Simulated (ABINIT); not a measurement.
**CoSi in ABINIT: the effect of target pressure**

CoSi:

```
Co Si
1.0
     2.78133    0.00000    0.00000
     0.00000    2.78133    0.00000
     0.00000    0.00000    2.78133
Co Si
1 1
Direct
  0.00000 0.00000 0.00000
  0.50000 0.50000 0.50000
```

Measurements of this composition are mostly on another form, of space group No. 198.

Alike in all runs:

| Item | Value |
| --- | --- |
| Program | ABINIT 10.8.3 (patched build) |
| Task | relaxation of cell and atoms |
| Functional | PBE |
| Potentials or basis | JTH PAW PBE v2.0 |
| Cutoff | 707 eV |
| k mesh | 6 × 6 × 6 |
| Occupations | fermi-dirac, width 0.05 eV |
| Spin | collinear spin, ferromagnetic start |
| Starting moments | [2.0, 0.0] μB |

Each run relaxes the cell or the atoms first.

Problem. One run gave: relaxed volume 10.82 Å³/atom. Which target pressure did it use?
A. 10 GPa
B. 0 GPa
C. 5 GPa

Solution. B.

```tsv
target pressure	relaxed volume (Å³/atom)
0 GPa	10.82
5 GPa	10.59
10 GPa	10.38
```

Caveats: all runs use coarse meshes.
